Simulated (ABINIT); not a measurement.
# Sr (Fm-3m) in ABINIT: notebook, part 2 of 2

ABINIT 10.8.3 (patched build). The steps go on from the part before.

## Step 4: Single point, LDA

Contents of run.abi:

```
pp_dirpath "./"
pseudos "Sr.upf"

acell 4.3025326315 4.3025326315 4.3025326315 Angstrom
rprim
     0.0000000000     0.7071067812     0.7071067812
     0.7071067812     0.0000000000     0.7071067812
     0.7071067812     0.7071067812     0.0000000000
ntypat 1
znucl 38
natom 1
typat 1
xred
     0.0000000000     0.0000000000     0.0000000000

ecut 707.496042 eV

kptopt 1
ngkpt 6 6 6
nshiftk 1
shiftk 0.0 0.0 0.0

ixc 7

nband 9
occopt 3
tsmear 0.05 eV

nstep 100
tolvrs 1.0e-10

iomode 3
prtwf 0
prteig 0
prtebands 0
enunit 2
prtvol 2
prtden 1
prtvha 1
prtvclmb 1
prtpot 1
prtelf 1
```

Potentials or basis: PseudoDojo NC SR LDA v0.4.1 standard.

Launch:

```console
mpirun --bind-to none -np 4 abinit run.abi > log 2>&1
```

run.abo:

```text
.Version 10.8.3 of ABINIT
 Symmetries : space group Fm -3 m (#225); Bravais cF (face-center cubic)
================================================================================
 Values of the parameters that define the memory need of the present run
     intxc =       0    ionmov =       0      iscf =       7    lmnmax =       6
     lnmax =       6     mgfft =      40  mpssoang =       3    mqgrid =    3001
     natom =       1  nloc_mem =       1    nspden =       1   nspinor =       1
    nsppol =       1      nsym =      48    n1xccc =    2501    ntypat =       1
    occopt =       3   xclevel =       1
       mpw =        2424          nfft =       64000          nkpt =          16
================================================================================
================================================================================

--------------------------------------------------------------------------------
------------- Echo of variables that govern the present computation ------------
--------------------------------------------------------------------------------
 -outvars: echo values of preprocessed input variables --------
            acell      8.1306083213E+00  8.1306083213E+00  8.1306083213E+00 Bohr
              amu      8.76200000E+01
             ecut      2.60000000E+01 Hartree
           enunit           2
              ixc           7
         kptrlatt        6    0    0      0    6    0      0    0    6
          kptrlen      4.87836499E+01
            natom           1
            nband           9
            ngfft          40      40      40
             nkpt          16
            nstep         100
             nsym          48
           ntypat           1
           occopt           3
        prtebands           0
           prteig           0
           prtelf           1
           prtpot           1
         prtvclmb           1
           prtvha           1
           prtvol           2
            prtwf           0
            rprim      0.0000000000E+00  7.0710678120E-01  7.0710678120E-01
                       7.0710678120E-01  0.0000000000E+00  7.0710678120E-01
                       7.0710678120E-01  7.0710678120E-01  0.0000000000E+00
          spgroup         225
           tolvrs      1.00000000E-10
[... 286 lines left out ...]
 kpt#   3, nband=  9, wtk=  0.03704, kpt=  0.3333  0.0000  0.0000 (reduced coord)
 -32.67945  -14.73363  -14.61368  -14.61368    1.79347    4.63662    6.14790    6.14790
   7.88379
 kpt#   4, nband=  9, wtk=  0.01852, kpt=  0.5000  0.0000  0.0000 (reduced coord)
 -32.67628  -14.77830  -14.61957  -14.61957    2.72618    3.97480    5.97994    5.97994
   8.55849
 kpt#   5, nband=  9, wtk=  0.02778, kpt=  0.1667  0.1667  0.0000 (reduced coord)
 -32.68473  -14.63979  -14.61091  -14.61091    0.82519    5.44817    6.40996    6.40996
   6.66300
 kpt#   6, nband=  9, wtk=  0.11111, kpt=  0.3333  0.1667  0.0000 (reduced coord)
 -32.67946  -14.70737  -14.62616  -14.62580    1.72010    4.82215    5.78772    6.53626
[... 16 lines left out ...]
 kpt#  12, nband=  9, wtk=  0.05556, kpt= -0.3333  0.3333  0.0000 (reduced coord)
 -32.67314  -14.71826  -14.71725  -14.63854    3.69173    4.19627    4.63441    6.87004
   7.67391
 kpt#  13, nband=  9, wtk=  0.01389, kpt=  0.5000  0.5000  0.0000 (reduced coord)
 -32.67212  -14.76845  -14.66258  -14.66258    3.25283    4.20950    4.91408    8.56460
   8.91358
 kpt#  14, nband=  9, wtk=  0.11111, kpt=  0.5000  0.3333  0.1667 (reduced coord)
 -32.67525  -14.73184  -14.66928  -14.63591    2.71302    4.56546    5.00512    6.77964
   7.53704
 kpt#  15, nband=  9, wtk=  0.11111, kpt= -0.3333  0.3333  0.1667 (reduced coord)
 -32.67314  -14.73713  -14.69134  -14.64632    3.83173    3.92845    4.84195    6.46238
   7.91234
 kpt#  16, nband=  9, wtk=  0.05556, kpt= -0.3333  0.5000  0.1667 (reduced coord)
 -32.67210  -14.74146  -14.68866  -14.66307    3.72658    4.33932    4.68264    6.48243
   8.86906
 Total charge density [el/Bohr^3]
)     Maximum=    4.1050E-01  at reduced coord.    0.1000    0.9000    0.9250
)Next maximum=    4.1050E-01  at reduced coord.    0.0750    0.9000    0.9250
)     Minimum=    4.6684E-03  at reduced coord.    0.0000    0.0000    0.0000
)Next minimum=    4.9398E-03  at reduced coord.    0.5000    0.5000    0.5000
   Integrated=    1.0000E+01

--- !EnergyTerms
iteration_state     : {dtset: 1, }
comment             : Components of total free energy in Hartree
kinetic             :  9.05431474284871E+00
hartree             :  7.02849931760765E+00
xc                  : -8.25775602521188E+00
Ewald energy        : -1.99369280577050E+01
psp_core            :  3.21544559886298E-01
local_psp           : -2.76802643934441E+01
non_local_psp       :  5.20426406926325E+00
internal            : -3.42663257867551E+01
'-kT*entropy'       : -6.15672166428394E-04
total_energy        : -3.42669414589215E+01
total_energy_eV     : -9.32450979507133E+02
band_energy         : -5.44196697247578E+00
...

 Cartesian components of stress tensor (hartree/bohr^3)
  sigma(1 1)=  7.49894001E-05  sigma(3 2)=  0.00000000E+00
  sigma(2 2)=  7.49894001E-05  sigma(3 1)=  0.00000000E+00
  sigma(3 3)=  7.49894001E-05  sigma(2 1)=  0.00000000E+00

-Cartesian components of stress tensor (GPa)         [Pressure= -2.2063E+00 GPa]
- sigma(1 1)=  2.20626432E+00  sigma(3 2)=  0.00000000E+00
- sigma(2 2)=  2.20626432E+00  sigma(3 1)=  0.00000000E+00
- sigma(3 3)=  2.20626432E+00  sigma(2 1)=  0.00000000E+00

== END DATASET(S) ==============================================================
================================================================================

 -outvars: echo values of variables after computation  --------
            acell      8.1306083213E+00  8.1306083213E+00  8.1306083213E+00 Bohr
           etotal     -3.4266941459E+01
            fcart     -0.0000000000E+00 -0.0000000000E+00 -0.0000000000E+00
            rprim      0.0000000000E+00  7.0710678120E-01  7.0710678120E-01
                       7.0710678120E-01  0.0000000000E+00  7.0710678120E-01
                       7.0710678120E-01  7.0710678120E-01  0.0000000000E+00
           strten      7.4989400097E-05  7.4989400097E-05  7.4989400097E-05
                       0.0000000000E+00  0.0000000000E+00  0.0000000000E+00
 Calculation completed.
```

Wall time 3.4 s (4 MPI ranks of Arm Neoverse V1, shared host); peak memory 0.2 GiB.

What came out:

* Free energy: -932.4510 eV
* Valence electrons inside the program's atomic spheres: Sr 6.63 (radii [1.0584] Å)

Levels at points of the mesh, in eV from the Fermi level:
```csv
k point,band 2,band 3,band 4,band 5,band 6,band 7,band 8,band 9
"(0.00, 0.00, 0.00)",-18.47,-18.47,-18.47,-3.63,2.24,2.24,2.24,3.66
"(0.50, 0.00, 0.00)",-18.66,-18.50,-18.50,-1.15,0.10,2.10,2.10,4.68
"(0.50, 0.50, 0.00)",-18.65,-18.54,-18.54,-0.63,0.33,1.04,4.69,5.03
```

Caveat: the cutoff is too short for stress, so the log's stress isn't used.

## Step 5: The runs side by side

```csv
task,level,potentials or basis,cell,cutoff (eV),cell freedom (optcell),optimiser (ionmov),cutoff smearing ecutsm (Ha),force stop (Ha/bohr),pressure (GPa)
relaxation of cell and atoms,PBE,PseudoDojo NC SR PBE v0.5 standard,relaxed,925,2,2,0.5,2e-05,0.0
single point,PBE,PseudoDojo NC SR PBE v0.5 standard,cell relaxed,925,-,-,-,-,0.0
single point,LDA,PseudoDojo NC SR LDA v0.4.1 standard,as given,707,-,-,-,-,-
```

Alike in all rows: no spin polarisation; k mesh 6 × 6 × 6; smearing fermi-dirac 0.05 eV.

Total energies depend on the potentials used, so only differences within one code and one set of settings carry meaning.
